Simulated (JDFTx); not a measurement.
## CdTe under changes of volume

One of the cells (32.922 Å³/atom); the others are scaled copies at fixed shape and fractional positions:

```
Te Cd
1.0
     0.00000    3.20500    3.20500
     3.20500    0.00000    3.20500
     3.20500    3.20500    0.00000
Te Cd
1 1
Direct
  0.75000 0.75000 0.75000
  0.00000 0.00000 0.00000
```

```yaml
Program: JDFTx 1.7.0 (patched build)
Functional: PBEsol
Potentials_or_basis: PseudoDojo-SR-PBEsol-0.4.1-standard with smoothed tails
Cutoff: 1388 eV
Density_cutoff: 11102 eV
k_mesh: 7 × 7 × 7
Occupations: fermi-dirac, width 0.05 eV
Spin: no spin polarisation
```

```csv
volume (Å³/atom),energy over the lowest point (meV/atom),pressure (GPa),gap on the mesh (eV)
30.947,49.29,5.3,0.94
31.605,30.23,3.9,0.88
32.263,16.29,2.8,0.82
32.922,?,?,?
33.580,1.64,0.8,0.70
34.239,0.00,-0.1,0.64
34.897,1.63,-0.8,0.59
```

Question: What does the run at 32.922 Å³/atom give?

Answer: Energy over the lowest point 6.92 meV/atom; pressure 1.7 GPa; gap on the mesh 0.76 eV.

Worked out: A Birch-Murnaghan fit of order 3 (a polynomial in V^(-2/3)) to the other rows has its minimum at 34.23 Å³/atom with B0 = V·E''(V) = 41 GPa and B' = 4.9. It gives 6.92 meV/atom at 32.922 Å³/atom, against the run's 6.92, and -dE/dV = 1.8 GPa, against 1.7. A straight line through the other rows of the gap, of slope -2.94 eV per unit of ln V (its deformation potential), gives 0.76 eV, against the run's 0.76.

Energies are extrapolated to zero smearing.

Caveats: spin-orbit coupling is left out, which moves the levels of the heavy elements.
